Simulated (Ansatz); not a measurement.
Te, DFT, LDA, all-electron PAW with datasets made for the crystal, scalar-relativistic (Ansatz 0.2.0), run on 1 thread of AMD EPYC 9R45 96-Core Processor (Zen 5) on a shared host.

The cell comes from COD entry 1533530, which wasn't checked; take it as a given geometry. The listed cell was then made from it by scaling, straining or moving an atom.

Command: `ansatz run input.yaml --threads 1 --pin off --max-ram 6144MiB --backend cpu --events-out ev --progress --plain --runs-dir out`

```yaml
crystal:
  lattice:
    - [4.2341, -2.3712, 0.0]
    - [4.2341, 2.3712, 0.0]
    - [-0.13045, 0.0, 3.9969235]
  atoms:
    - { symbol: Te, position: [0.676, 0.676, 0.675] }
    - { symbol: Te, position: [0.324, 0.324, 0.325] }
    - { symbol: Te, position: [0.0, 0.0, 0.0] }
kpoints:
  mp_grid: { grid: [8, 8, 8] }
scf:
  occupations: { method: fermi_dirac, width: 0.05 }
hamiltonian:
  xc: lda
  pseudopotentials: { kind: all_electron, datasets: crystal }
output:
  forces: true
  stress: true
  eigenvalues: true
  efg: { contact_densities: true }
```

(1) How large is the problem that the program sets up?

(2) About how long does it take, and how much memory does it use?

(3) And the same cell and mesh by frozen-core PAW, asked for forces, stress, eigenvalues, efg, on the same hardware?

Answers

(1) 150 irreducible k-points, 365 plane waves at Γ, 13 bands.

(2) 5.5 s of wall time for 8 SCF iterations, with a peak of 0.59 GiB. Times on shared machines scatter by tens of per cent.

(3) 5.4 s, peak memory 0.6 GiB.
